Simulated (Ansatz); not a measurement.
**PbS (Galena) under changes of volume**

One of the cells (26.086 Å³/atom); the others are scaled copies at fixed shape and fractional positions:

```xyz
2
Lattice="0.0000 2.9657 2.9657 2.9657 0.0000 2.9657 2.9657 2.9657 0.0000" Properties=species:S:1:pos:R:3 pbc="T T T"
Pb    0.0000    0.0000    0.0000
S     2.9657    2.9657    2.9657
```

| Quantity | Value |
| --- | --- |
| Program | Ansatz 0.2.0 |
| Functional | HSE06 |
| Potentials or basis | Ansatz PAW |
| Cutoff | 420 eV (not typed: the program's choice for these potentials) |
| k mesh | 4 × 4 × 4 |
| Occupations | fermi-dirac, width 0.05 eV |
| Spin | no spin polarisation |

| volume (Å³/atom) | energy over the lowest point (meV/atom) | pressure (GPa) | gap on the mesh (eV) |
| --- | --- | --- | --- |
| 24.521 | ? | ? | ? |
| 25.042 | 18.90 | 4.0 | 0.61 |
| 25.564 | 8.20 | 2.6 | 0.70 |
| 26.086 | 2.06 | 1.2 | 0.79 |
| 26.607 | 0.00 | 0.0 | 0.88 |
| 27.129 | 1.61 | -1.0 | 0.95 |
| 27.651 | 6.54 | -2.0 | 1.02 |

**Question.** What does the run at 24.521 Å³/atom give?

**Answer.** Energy over the lowest point 34.62 meV/atom; pressure 5.6 GPa; gap on the mesh 0.50 eV.

Worked out: A Birch-Murnaghan fit of order 3 (a polynomial in V^(-2/3)) to the other rows has its minimum at 26.63 Å³/atom with B0 = V·E''(V) = 57 GPa and B' = 4.4. It gives 34.62 meV/atom at 24.521 Å³/atom, against the run's 34.62, and -dE/dV = 5.7 GPa, against 5.6. A parabola through the other rows of the gap, of slope 5.02 eV per unit of ln V (its deformation potential) there, extrapolates to 0.50 eV, against the run's 0.50.

Energies are extrapolated to zero smearing.

Caveats: all runs use coarse meshes; spin-orbit coupling is left out, which as a rule narrows the gap of such compounds by several tenths of an eV; the PAW data sets come from PBE, with cores solved anew for the run's functional, which leaves a small shift of forces and pressure; the thresholds are loose for stress.

A mesh can miss the band edges.
